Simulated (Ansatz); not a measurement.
**SrCl2: the cell at several levels of theory**

One table from this session's results is given with a row withheld; the runs are named, their logs left out.

The runs shown are made with Ansatz 0.2.0. PAW datasets, plane waves, zero pressure. Spin-unpolarised throughout; all numbers are computed.

## The cell

It is cubic, Fm-3m (No. 225); conventional cell a = 6.977 Å, 28.30 Å³ an atom. Around Sr lie 8 Cl at 3.02 Å; around Cl lie 4 Sr at 3.02 Å.

Structure file:

```cif
data_structure
_symmetry_space_group_name_H-M 'Fm-3m'
_symmetry_Int_Tables_number 225
_cell_length_a 6.9767
_cell_length_b 6.9767
_cell_length_c 6.9767
_cell_angle_alpha 90.000
_cell_angle_beta 90.000
_cell_angle_gamma 90.000
_cell_volume 339.59
loop_
_atom_site_label
_atom_site_type_symbol
_atom_site_symmetry_multiplicity
_atom_site_Wyckoff_symbol
_atom_site_fract_x
_atom_site_fract_y
_atom_site_fract_z
_atom_site_occupancy
Sr1 Sr 4 a 0.00000 0.00000 0.00000 1
Cl1 Cl 8 c 0.25000 0.75000 0.75000 1
```

The first run:

input.yaml reads:

```yaml
crystal:
  lattice:
    - [0.0, 3.48835, 3.48835]
    - [3.48835, 0.0, 3.48835]
    - [3.48835, 3.48835, 0.0]
  atoms:
    - { symbol: Sr, position: [0.0, 0.0, 0.0] }
    - { symbol: Cl, position: [0.25, 0.25, 0.25] }
    - { symbol: Cl, position: [0.75, 0.75, 0.75] }
kpoints:
  mp_grid: { grid: [6, 6, 6] }
hamiltonian:
  xc: pbe
scf:
  occupations: { method: fermi_dirac, width: 0.02 }
relax:
  f_tol: 0.005
  cell: {}
```

Run with:

```
$ ansatz run input.yaml --threads 2 --pin off --max-ram 2211MiB --backend cpu --events-out ev --progress --plain --runs-dir out
```

Steps of the session up to this table: Relaxation with PBE; r2SCAN: cell and atoms; Relaxation with PBEsol; LDA: cell and atoms; Relaxation with HSE06.

One table of the session follows, with a row left open; its other results are not shown here.

| level | a (Å) | volume (Å³/atom) |
| --- | --- | --- |
| PBE | ? | ? |
| r2SCAN | 6.995 | 28.526 |
| PBEsol | 6.907 | 27.458 |
| LDA | 6.798 | 26.184 |
| HSE06 | 7.007 | 28.674 |

Q: Estimate the row for PBE from the others.

**Answer.** a (Å): 7.038; volume (Å³/atom): 29.057. In the column «a (Å)» it is the highest.

LDA gives the smallest cell and PBE the largest; they differ by 11.0 % in volume, a mean of 3.5 % in length. The meshes differ: PBE 6×6×6, r2SCAN 6×6×6, PBEsol 6×6×6, LDA 6×6×6, HSE06 4×4×4.
